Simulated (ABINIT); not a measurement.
BN in ABINIT: the effect of functional

Crystal: BN.

```
N B
1.0
     1.25112    0.72234    3.37293
    -1.25112    0.72234    3.37293
     0.00000   -1.44467    3.37293
N B
1 1
Direct
  0.66724 0.66724 0.66724
  0.00033 0.00033 0.00033
```

The cell is a database's computed one.

Alike in all runs:

```yaml
Program: ABINIT 10.8.3 (patched build)
Task: band structure
k_mesh: 12 × 12 × 12
Occupations: fermi-dirac, width 0.05 eV
Spin: no spin polarisation
```

| functional | potentials or basis | cutoff | gap on the mesh (eV) |
| --- | --- | --- | --- |
| LDA | JTH PAW LDA v2.0 | 707 eV | 4.09 |
| PBEsol | JTH PAW PBE v2.0 | 707 eV | 4.17 |
| r2SCAN | JTH PAW PBE v2.0 | 844 eV | 4.80 |
| TB-mBJ | JTH PAW LDA v2.0 | 844 eV | ? |

Question: What does the run with functional TB-mBJ give?

Answer: gap on the mesh 5.90 eV.

Caveats: the atomic spheres overlap; the constant c of TB-mBJ comes from the pseudo density here, which moves gaps by up to 0.3 eV between sets of potentials (some runs).

A k mesh can miss the band edges.

Runs at the PBE level aren't shown here.
